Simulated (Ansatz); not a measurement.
Lu₂Hg: settings compared (Ansatz)

Input:

```yaml
crystal:
  lattice:
    - [1.182884, -3.637307, 0.0]
    - [0.0, 2.010994, -3.253481]
    - [6.183702, 0.0, 0.0]
  atoms:
    - { symbol: Hg, position: [0.0, 0.0, 0.0] }
    - { symbol: Lu, position: [0.5, 0.75, 0.75] }
    - { symbol: Lu, position: [0.5, 0.25, 0.25] }
  symmetry: { tolerance: 0.0003 }
kpoints:
  mp_grid: { grid: [6, 6, 6], shift: [0, 0, 0] }
magnetization:
  spin_polarized: false
scf:
  occupations: { method: fermi_dirac }
hamiltonian:
  pseudopotentials: { kind: paw }
  xc: r2scan
basis:
  ecutwfc: 500
output:
  forces: true
  stress: true
  eigenvalues: true
```

Launch command:

```bash
ansatz run input.yaml --threads 1 --pin off --max-ram 2560MiB --backend cpu --events-out ev --progress --plain --runs-dir out
```

Origin of the cell: a known structure type with other elements, at an estimated volume, so it need not be a known compound.

The smearing width isn't typed, so it takes its default of 0.1 eV.

Output of this run (shortened):

```
SCF iter   1: F=—  HF=-43313.677490 eV  Δρ=1.05e-2  dr2=5.65e-2  dr2_τ=6.33e-2
SCF iter   2: F=—  HF=-43313.732928 eV  Δρ=7.65e-3  dr2=3.49e-2  dr2_τ=6.72e-3  defer=1
SCF iter   3: F=—  HF=-43313.706190 eV  Δρ=4.64e-3  dr2=1.48e-2  dr2_τ=6.76e-4  defer=1
SCF iter   4: F=—  HF=-43313.708548 eV  Δρ=1.08e-3  dr2=1.46e-3  dr2_τ=6.68e-5  defer=1
SCF iter   5: F=—  HF=-43313.708354 eV  Δρ=3.72e-4  dr2=2.07e-4  dr2_τ=5.52e-6  defer=1
SCF iter   6: F=—  HF=-43313.708337 eV  Δρ=1.22e-4  dr2=1.43e-5  dr2_τ=1.03e-6  defer=1
SCF iter   7: F=—  HF=-43313.708325 eV  Δρ=5.09e-5  dr2=1.82e-6  dr2_τ=4.66e-7  defer=1
SCF iter   8: F=—  HF=-43313.708326 eV  Δρ=1.78e-5  dr2=3.81e-7  dr2_τ=2.82e-8  defer=1
SCF iter   9: F=-43313.708326 eV  HF=-43313.708326 eV  Δρ=8.94e-6  dr2=7.39e-8  dr2_τ=3.58e-9
SCF 1 converged in 9 iterations: F = -43313.708326 eV  dr2 = 7.39e-8
SCF converged after 9 iterations
Free energy (F): -43313.708326 eV
Harris-Foulkes:  -43313.708326 eV  (|F-HF|=4.88e-8)
Internal energy: -43313.609540 eV  (E = F + TS)
E sigma→0 (E₀):  -43313.658933 eV
Entropy (-TS):   -0.098786 eV (-32.929 meV/atom)
Fermi energy:    16.294843 eV
--- Per-component energies (eV) ---
  E_band       = -335.820306
  E_kinetic    = 1458.919175
  E_local      = -16527.950319  (includes V_loc(G=0)·N_el)
  E_nonlocal   = 1209.209918
  E_hartree    = 7046.482616
  E_xc         = -644.290513
  E_vxc        = -884.746086  (∫ρ·V_xc dr)
  E_paw        = -24738.348127  (= ΣΔE_a)
  E_vpaw       = 263.076512  (= ΣTr[D̂ρ^β])
  E_aug_tail   = 0.000410  (compensation charges beyond the density's cutoff)
  E_vtau       = 52.705299  (kinetic-family band-sum trace: ∫τ·v_τ [+ j·A + Jᵃ·Aᵃ] dr)
  E_ewald      = -11118.838817
  E_core_change = 1.206118  (= ΣΔE_core)
  E_smearing   = -0.098786  (= −TS)
  Σ components = -43313.708326   (vs F -43313.708326, Δ=0.00e0)
--- Forces (eV/Å), atoms counted from 1 ---
  atom   1  Hg     0.000000     0.000000     0.000000
  atom   2  Lu    -3.733232    -1.214080    -0.750431
  atom   3  Lu     3.733232     1.214080     0.750431
  max |Σ_I F_I| component: 2.22e-16 eV/Å
--- Stress (GPa, compression-positive) ---
       24.140745      -0.380192      -0.234999
       -0.380192      25.186173      -0.076424
       -0.234999      -0.076424      25.262577
  P = ⅓ Tr σ = 24.8632 GPa (248.632 kbar)
```

The same input was run again with these changes:

1. `scf.convergence.dr2_threshold` default → 1.0e-05
2. `kpoints.mp_grid.shift` [0, 0, 0] → [0.5, 0.5, 0.5]
3. `accuracy` default → high
4. `scf.mixing.algorithm` default → anderson; `scf.mixing.beta` default → 0.1; `scf.mixing.ndim` default → 16; `scf.occupations.width` default → 0.025; `magnetization` { spin_polarized: false } → { spin_polarized: true } (starts: ferro); typed moments: Hg1 2, Lu2 1, Lu3 3

| run | end | SCF iterations | P (GPa) | max force component (eV/Å) | moment (μB) | ΔE(σ→0) (meV/atom) |
| --- | --- | --- | --- | --- | --- | --- |
| base | converged | 9 | 24.86 | 3.733 | – | 0 |
| 1 | converged | 7 | 24.86 | 3.734 | – | 0.00 |
| 2 | converged | 9 | 24.77 | 3.868 | – | -5.90 |
| 3 | converged | 14 | 24.86 | 3.733 | – | 0.00 |
| 4 | converged | 26 | 24.88 | 3.747 | 0.17 | 1.78 |

Energies are compared only where functional, datasets, charge and starting cell are the same.

Caveats of the base run: no spin-orbit coupling, though heavy elements are present; the k mesh is coarse if the cell is a metal.

Run 1: the SCF threshold is loose for forces.
Run 2: the k mesh keeps only part of the crystal's symmetry.
Run 4: a starting moment was lost; typed moments were cut to what the open shells hold.

The base run took 8.9 s on 1 thread of Intel(R) Xeon(R) 6975P-C (Granite Rapids), on a shared host, peak memory 0.63 GiB, from the program's own first density.
